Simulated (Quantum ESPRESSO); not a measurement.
## HfO2: equation of state with PBE

The system is HfO2.

```xyz
6
Lattice="3.5580 0.0000 0.0000 0.0000 3.5580 0.0000 0.0000 0.0000 5.1719" Properties=species:S:1:pos:R:3 pbc="T T T"
Hf    0.0000    0.0000    0.0000
Hf    1.7790    1.7790    2.5859
O     0.0000    1.7790    1.0199
O     1.7790    0.0000    1.5660
O     1.7790    0.0000    4.1519
O     0.0000    1.7790    3.6059
```

Measurements of this composition are mostly on another form, of space group No. 14.

* Program: Quantum ESPRESSO 7.5
* Task: equation of state
* Functional: PBE
* Potentials or basis: SSSP 1.3 efficiency PBE
* Cutoff: 816 eV
* Density cutoff: 5987 eV
* k mesh: 8 × 8 × 5
* Occupations: fermi-dirac, width 0.05 eV
* Spin: no spin polarisation

| Property | Result |
| --- | --- |
| Equilibrium volume | 11.27 Å³/atom |
| Bulk modulus at fixed shape and positions | 239 GPa |
| Pressure derivative of the bulk modulus | 4.2 |

Energy against volume, from the lowest point:
```tsv
volume (Å³/atom)	energy (meV/atom)
10.257	79.59
10.476	47.09
10.694	23.74
10.912	8.60
11.130	0.93
11.349	0.00
11.567	5.15
```

All runs of the series together: 3.3 min on 2 threads of Intel(R) Xeon(R) 6975P-C (Granite Rapids), with other jobs on the host.

Caveat: the cell was scaled at fixed shape and fractional positions, which overstates the stiffness of a crystal with free parameters, most of all of layers and chains. Spin-orbit coupling is left out, which matters for the levels of Hf.
